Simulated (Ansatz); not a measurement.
# Ag in Ansatz: the effect of functional

Ag:

```
Ag
1.0
     0.00000    2.04275    2.04275
     2.04275    0.00000    2.04275
     2.04275    2.04275    0.00000
Ag
1
Direct
  0.00000 0.00000 0.00000
```

Alike in all runs:

| Quantity | Value |
| --- | --- |
| Program | Ansatz 0.2.0 |
| Task | projected density of states |
| Potentials or basis | Ansatz PAW |
| k mesh | 6 × 6 × 6 |
| Occupations | fermi-dirac, width 0.05 eV |
| Spin | no spin polarisation |

```tsv
functional	cutoff	pressure (GPa)
LDA	420 eV (not typed: the program's choice for these potentials)	-6.5
PBEsol	420 eV (not typed: the program's choice for these potentials)	-1.8
RPBE	420 eV (not typed: the program's choice for these potentials)	9.6
revPBE	420 eV (not typed: the program's choice for these potentials)	8.4
BLYP	420 eV (not typed: the program's choice for these potentials)	13.0
r2SCAN	500 eV (not typed: the program's choice for these potentials)	2.3
HSE06	420 eV (not typed: the program's choice for these potentials)	4.7
PBE0	420 eV (not typed: the program's choice for these potentials)	4.6
r2SCAN0	500 eV (not typed: the program's choice for these potentials)	?
```

**Question.** What does the run with functional r2SCAN0 give?

**Answer.** Pressure 3.0 GPa.

Caveats: all runs use coarse meshes; the PAW data sets come from PBE, with cores solved anew for the run's functional, which leaves a small shift of forces and pressure; the thresholds are loose for stress (some runs).

Runs at the PBE level aren't shown here.
